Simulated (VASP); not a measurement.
Crystal: HfO2.

```xyz
6
Lattice="3.5580 0.0000 0.0000 0.0000 3.5580 0.0000 0.0000 0.0000 5.1719" Properties=species:S:1:pos:R:3 pbc="T T T"
Hf    0.0000    0.0000    0.0000
Hf    1.7790    1.7790    2.5859
O     0.0000    1.7790    1.0199
O     1.7790    0.0000    1.5660
O     1.7790    0.0000    4.1519
O     0.0000    1.7790    3.6059
```

Measurements of this composition are mostly on another form, of space group No. 14.

Base run:

```yaml
Program: VASP 6.6.1
Functional: PBE
Potentials_or_basis: VASP PAW PBE potentials, release 64 (Hf_pv, O)
Cutoff: 520 eV
k_mesh: 8 × 8 × 6
Occupations: gaussian, width 0.02 eV
Spin: no spin polarisation
```

Its results: band gap on the k mesh 4.76 eV, indirect (least direct gap 4.83 eV); pressure 6.5 GPa.

Q: The run is repeated on the same cell with these changes: functional from PBE to LDA; potentials or basis from VASP PAW PBE potentials, release 64 (Hf_pv, O) to VASP PAW LDA potentials, release 64 (Hf_pv, O). What comes out?

A: Band gap on the k mesh 4.55 eV, indirect (least direct gap 4.63 eV); pressure -7.4 GPa.

Caveats: spin-orbit coupling is left out, which moves the levels of the heavy elements.
